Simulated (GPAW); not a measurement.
Crystal: SnSe.

```xyz
2
Lattice="0.0000 3.0100 3.0100 3.0100 0.0000 3.0100 3.0100 3.0100 0.0000" Properties=species:S:1:pos:R:3 pbc="T T T"
Sn    0.0000    0.0000    0.0000
Se    3.0100    3.0100    3.0100
```

Measurements of this composition are mostly on another form, of space group No. 62.

| Property | Result |
| --- | --- |
| Program | GPAW 26.7.0 |
| Task | relaxation of cell and atoms |
| Functional | PBE |
| Dispersion | D4 |
| Potentials or basis | GPAW PAW data sets (gpaw-data 1.2.1) |
| Cutoff | 600 eV |
| Basis | pw |
| k mesh | 8 × 8 × 8 |
| Occupations | fermi-dirac, width 0.05 eV |
| Spin | no spin polarisation |

At the start: pressure -1.3 GPa; volume 27.27 Å³/atom.

Task: Where does the relaxation end?

Result: Over 4 steps the energy falls by 3.3 meV/atom and the volume is 26.51 Å³/atom (-2.8 %); space group Fm-3m (No. 225, to 0.05 Å).

The path:
```csv
step,energy change (eV),largest force (eV/Å),pressure (GPa),volume (Å³)
1,0.0000,0.0000,-1.34,54.54
2,-0.0021,0.0000,-1.15,54.28
3,-0.0065,0.0000,0.21,52.80
4,-0.0067,0.0000,-0.01,53.02
```

Final structure:
```xyz
2
Lattice="0.0000 2.9818 2.9818 2.9818 0.0000 2.9818 2.9818 2.9818 0.0000" Properties=species:S:1:pos:R:3 pbc="T T T"
Sn    0.0000    0.0000    0.0000
Se    2.9818    2.9818    2.9818
```

Caveat: later steps reuse the first step's grids.
